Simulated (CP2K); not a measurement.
# SnTe: equation of state with LDA

SnTe:

```
Te Sn
1.0
     5.10693    0.00000    0.00000
     2.55347    4.42273    0.00000
     2.55347    1.47424    4.16979
Te Sn
1 1
Direct
  0.25000 0.25000 0.25000
  0.00000 0.00000 0.00000
```

Measurements of this composition are mostly on another form, of space group No. 225.

- Program: CP2K 2026.2
- Task: equation of state
- Functional: LDA
- Potentials or basis: GTH_POTENTIALS Te GTH-PADE-q6, Sn GTH-PADE-q4; TZVP-MOLOPT-PBE-GTH basis
- Density cutoff: 6123 eV
- k mesh: 7 × 7 × 7
- Occupations: fermi-dirac, width 0.01 eV
- Spin: no spin polarisation
- SCF solver: diagonalisation with k points
- Quickstep method: GPW
- EPS_DEFAULT: 1.0E-9
- EPS_SCF: 1.0E-6
- MAX_SCF: 100
- SCF_GUESS: ATOMIC
- k points reduced by the point group: yes
- Mesh centred on Gamma: yes
- CHOLESKY: OFF
- EPS_EIGVAL: 1.0E-7
- MIXING METHOD: BROYDEN_MIXING
- MIXING ALPHA: 0.4
- NBUFFER: 8
- NGRIDS: 5
- Basis sets: Te TZVP-MOLOPT-PBE-GTH-q6, Sn TZVP-MOLOPT-PBE-GTH-q4
- Potentials: Te GTH-PADE-q6 of GTH_POTENTIALS, Sn GTH-PADE-q4 of GTH_POTENTIALS
- ADDED_MOS: [10]
- REL_CUTOFF (Ry): 60 Ry
- MIXING BETA (1/bohr): 1.5 1/bohr
- CUTOFF of the grids: 450 Ry

| Quantity | Value |
| --- | --- |
| Equilibrium volume | 43.50 Å³/atom (rough: see the caveat) |
| Bulk modulus | 28 GPa (rough) |

Energy against volume, from the lowest point:
```tsv
volume (Å³/atom)	energy (meV/atom)
44.265	0.00
45.207	4.40
46.149	11.77
47.091	21.79
48.033	34.25
48.974	48.84
49.916	65.38
```

All runs of the series together: 49 s on 1 thread of Arm Neoverse V2 (shared host).

Caveat: the minimum lies outside the volumes run; the basis of atomic orbitals isn't converged, which shifts pressures, moduli and gaps. The run has no spin-orbit coupling, so splittings on Te are missing.
